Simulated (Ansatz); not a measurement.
**From the elastic tensor of AlN to moduli and sound speeds**

These are results of DFT HSE06, scalar-relativistic, plane waves, PAW in Ansatz, not measurements. Cutoff 420 eV, 6×6×6 k-points (Γ-centred), fixed occupations. No spin polarisation.

The structure is cubic, space group F-43m (No. 216). Conventional cell: a = 4.365 Å, b = 4.365 Å, c = 4.365 Å, α = 90.00°, β = 90.00°, γ = 90.00°. Around Al (site symmetry -43m) lie 4 N at 1.89 Å. Around N (site symmetry -43m) lie 4 Al at 1.89 Å.

The cell is the ideal cubic zincblende prototype; this isn't the usual structure of the compound.

Relaxed-ion constants (GPa, on the Cartesian axes of the calculation):
```
309.5 165.4 165.4   0.0   0.0   0.0
165.4 309.5 165.4   0.0   0.0   0.0
165.4 165.4 309.5   0.0   0.0   0.0
  0.0   0.0   0.0 195.5   0.0   0.0
  0.0   0.0   0.0   0.0 195.5   0.0
  0.0   0.0   0.0   0.0   0.0 195.5
```

Density 3.273 g/cm³; 2 atoms in 20.79 Å³.

The values that follow are for a polycrystal of randomly turned grains, by Hill's mean where one number stands. In a crystal this anisotropic the Voigt and Reuss bounds lie far apart, so Hill's mean and the sound speeds and Debye temperature from it are rough.

With S = C⁻¹: B_V = (C11+C22+C33+2(C12+C13+C23))/9, G_V = (C11+C22+C33−C12−C13−C23+3(C44+C55+C66))/15, 1/B_R = S11+S22+S33+2(S12+S13+S23), 15/G_R = 4(S11+S22+S33−S12−S13−S23)+3(S44+S55+S66); Hill is their mean. Then v_l = √((B+4G/3)/ρ), v_t = √(G/ρ), v_m = [(2/v_t³+1/v_l³)/3]^(−1/3) and Θ = (ħ/k_B)·v_m·(6π²n/V)^(1/3) for n atoms in the volume V; E = 9BG/(3B+G), ν = (3B−2G)/(2(3B+G)) and A^U = 5G_V/G_R + B_V/B_R − 6.

| Quantity | Value |
| --- | --- |
| Bulk modulus, Voigt / Reuss / Hill | 213.4 / 213.4 / 213.4 GPa |
| Shear modulus, Voigt / Reuss / Hill | 146.1 / 116.0 / 131.0 GPa |
| Young's modulus | 326 GPa |
| Poisson ratio | 0.245 |
| Pugh ratio B/G | 1.63 |
| Universal anisotropy index | 1.30 |
| Longitudinal and transverse sound speeds | 10890 and 6327 m/s |
| Debye temperature from the mean sound speed | 958 K |

Cost: 1 run of about 8.8 core-minutes, on Arm Neoverse V1 (shared hosts).

Zincblende AlN comes out stiff against compression but very uneven in shear: C44, at 195.5 GPa, is well above half the difference between C11 and C12. The reason lies in the tetrahedral network of strong, polar covalent Al–N bonds. A tetragonal shear along the cube axes can be taken up to first order by bending bond angles, which costs little, whereas the shear governed by C44 also stretches bonds, even after the two sublattices have shifted against each other. Young's modulus is therefore largest along the ⟨111⟩ bond directions and smallest along ⟨100⟩. The bulk modulus escapes this anisotropy because a cubic crystal responds to hydrostatic pressure equally along all axes. Stiff bonds between light atoms also account for the fast sound and high Debye temperature.

The constants satisfy the cubic Born criteria, so the lattice resists any small homogeneous strain. That is compatible with zincblende being metastable relative to wurtzite, and it doesn't exclude phonon instabilities at finite wavevector.
